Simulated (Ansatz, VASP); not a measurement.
**Sc: VASP beside Ansatz**

```xyz
1
Lattice="0.0000 2.2295 2.2295 2.2295 0.0000 2.2295 2.2295 2.2295 0.0000" Properties=species:S:1:pos:R:3 pbc="T T T"
Sc    0.0000    0.0000    0.0000
```

Change from the starting cell: volume scaled by 0.96.

Alike in both runs: task single point; functional PBE; k mesh 10 × 10 × 10; occupations fermi-dirac, width 0.05 eV; no spin polarisation.

|  | VASP | Ansatz |
| --- | --- | --- |
| version | VASP 6.6.1 | Ansatz 0.2.0 |
| potentials or method | VASP PAW PBE potentials, release 64 (Sc_sv), cutoff 520 eV | all-electron LAPW, scalar-relativistic |

VASP gave:

* gap on the k mesh at the Fermi level (eV): none
* pressure (GPa): 6.6

Question: Which values does Ansatz return?

Answer: gap on the k mesh at the Fermi level (eV): none; pressure (GPa): 6.5.

A gap of «none» marks a metal or a gap that the smearing closes. Ansatz ran all-electron here, so the differences hold the error of VASP's frozen core and of both bases.
